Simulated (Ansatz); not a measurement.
**BeSe: band gap under strain**

How does strain move the band edges of BeSe in the zincblende structure, and do the functionals agree on it? States: no strain; -4.0 % equal strain in all directions; -3.0 % equal strain in all directions.

Code: Ansatz 0.2.0. PAW datasets, plane waves. The values are computed, spin-unpolarised, and not measurements.

### 1 The structure to begin with

The unstrained cell was relaxed with r2SCAN; in each strained cell the atoms were relaxed again with r2SCAN. Names of k-points are those of the unstrained zone, where strain can split equivalent points. First state: no strain.

Space group F-43m (No. 216), cubic; conventional cell a = 5.162 Å, 17.19 Å³ an atom. Around Be lie 4 Se at 2.24 Å; around Se lie 4 Be at 2.24 Å.

Coordinates:

```cif
data_structure
_symmetry_space_group_name_H-M 'F-43m'
_symmetry_Int_Tables_number 216
_cell_length_a 5.1621
_cell_length_b 5.1621
_cell_length_c 5.1621
_cell_angle_alpha 90.000
_cell_angle_beta 90.000
_cell_angle_gamma 90.000
_cell_volume 137.55
loop_
_atom_site_label
_atom_site_type_symbol
_atom_site_symmetry_multiplicity
_atom_site_Wyckoff_symbol
_atom_site_fract_x
_atom_site_fract_y
_atom_site_fract_z
_atom_site_occupancy
Be1 Be 4 a 0.00000 0.00000 0.00000 1
Se1 Se 4 d 0.25000 0.25000 0.75000 1
```

### 2 No strain: PBE

input.yaml reads:

```yaml
crystal:
  lattice:
    - [0.0, 2.5810353745, 2.5810353745]
    - [2.5810353745, 0.0, 2.5810353745]
    - [2.5810353745, 2.5810353745, 0.0]
  atoms:
    - { symbol: Be, position: [0.0, 0.0, 0.0] }
    - { symbol: Se, position: [0.25, 0.25, 0.25] }
kpoints:
  mp_grid: { grid: [8, 8, 8] }
  band_path:
    path:
      - [0.0, 0.0, 0.0]
      - [-0.5, -0.5, 0.0]
      - [-0.375, -0.375, 0.25]
      - [-0.375, 0.0, 0.375]
      - [0.0, 0.0, 0.5]
      - [-0.5, -0.25, 0.25]
      - [0.0, 0.5, 0.5]
    npoints: 1
hamiltonian:
  xc: pbe
scf:
  occupations: { method: fermi_dirac, width: 0.02 }
  n_extra_bands: 4
output:
  forces: true
  stress: true
  eigenvalues: true
  write_density: true
  write_potential: true
  elf: true
  volumetric_format: npy
```

Launch:

```sh
$ ansatz run input.yaml --threads 2 --pin off --max-ram 29491MiB --backend cpu --events-out ev --progress --plain --runs-dir out
```

The runs that follow: No strain: r2SCAN; No strain: HSE06; No strain: r2SCAN+SOC; No strain: r2SCAN; No strain: G0W0@PBE; -4.0 % equal strain in all directions: PBE; -4.0 % equal strain in all directions: r2SCAN; -4.0 % equal strain in all directions: HSE06; -4.0 % equal strain in all directions: r2SCAN+SOC; -4.0 % equal strain in all directions: r2SCAN; -4.0 % equal strain in all directions: G0W0@PBE; -3.0 % equal strain in all directions: PBE; -3.0 % equal strain in all directions: r2SCAN; -3.0 % equal strain in all directions: HSE06; -3.0 % equal strain in all directions: r2SCAN+SOC; -3.0 % equal strain in all directions: r2SCAN; -3.0 % equal strain in all directions: G0W0@PBE.

**Question.** What will these runs give?

As calculated:

Least gap in eV (negative: overlap), with the change from the unstrained cell in brackets. G0W0 is on its own coarse mesh.

```
                                state  volume change (%)           PBE        r2SCAN         HSE06          G0W0
                            no strain               +0.0          2.66          3.12          3.49          3.82
-4.0 % equal strain in all directions              -11.5  2.36 (-0.30)  2.84 (-0.28)  3.19 (-0.30)  3.50 (-0.32)
-3.0 % equal strain in all directions               -8.7  2.44 (-0.22)  2.92 (-0.20)  3.27 (-0.22)  3.59 (-0.23)
```

**Reading.** With HSE06, of the states in the table -4.0 % equal strain in all directions shifts the gap most, by -0.303 eV. PBE and HSE06 differ by 0.83 eV on the unstrained gap, and by at most 0.01 eV on its change: the two disagree on the size of the gap but agree on its response to strain. G0W0 here is at a finite number of bands, screening cutoff and k mesh, not at the basis limit.
